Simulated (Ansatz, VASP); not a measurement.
One calculation of Fe, two programs

Contents of INCAR:

```
SYSTEM = Fe
PREC = Accurate
ENCUT = 520
EDIFF = 1E-6
ISMEAR = 0
SIGMA = 0.05
LREAL = .False.
LASPH = .True.
NELM = 150
ALGO = Fast
ISIF = 2
LWAVE = .False.
LCHARG = .False.
ISPIN = 2
MAGMOM = 2.5
LORBIT = 11
LMAXMIX = 4
GGA = PE
NBANDS = 14
```

The input KPOINTS:

```
Automatic mesh
0
Gamma
  22 22 22
  0 0 0
```

POSCAR

```
Fe
1.0
   -1.4430000000      1.4430000000      1.4430000000
    1.4430000000     -1.4430000000      1.4430000000
    1.4430000000      1.4430000000     -1.4430000000
Fe
1
Direct
    0.0000000000      0.0000000000      0.0000000000
```

Input for Ansatz:

```yaml
crystal:
  lattice:
    - [-1.443, 1.443, 1.443]
    - [1.443, -1.443, 1.443]
    - [1.443, 1.443, -1.443]
  atoms:
    - { symbol: Fe, position: [0.0, 0.0, 0.0], spin: 2.5 }
basis:
  ecutwfc: 420
  ecutrho_ratio: 4
kpoints:
  mp_grid: { grid: [22, 22, 22] }
hamiltonian:
  xc: pbe
scf:
  occupations: { method: gaussian, width: 0.05 }
output:
  forces: true
  stress: true
  eigenvalues: true
  populations: true
magnetization:
  spin_polarized: true
```

Alike in both runs: task single point; functional PBE; k mesh 22 × 22 × 22; occupations gaussian, width 0.05 eV; collinear spin.

|  | VASP | Ansatz |
| --- | --- | --- |
| version | VASP 6.6.1 | Ansatz 0.2.0 |
| potentials or method | VASP PAW PBE potentials, release 64 (Fe) | scalar-relativistic, plane waves, PAW |
| plane-wave cutoff (eV) | 520 | 420 |
| valence electrons in the cell | 8 | 16 |

```csv
,VASP,Ansatz,Ansatz less VASP
gap on the k mesh at the Fermi level (eV),none,none,-
pressure (GPa),-9.3,-9.6,-0.34
net moment per atom (μB),2.30,2.26,-0.037
size of the moment on the site where the two differ most (μB),2.30,2.32,+0.012
```

Site moments also hang on the region over which each program counts them. A gap of «none» marks a metal or a gap that the smearing closes. With one functional, cell and mesh, what is left measures potentials, basis and numerics. The two sets of potentials don't hold the same shells in valence.
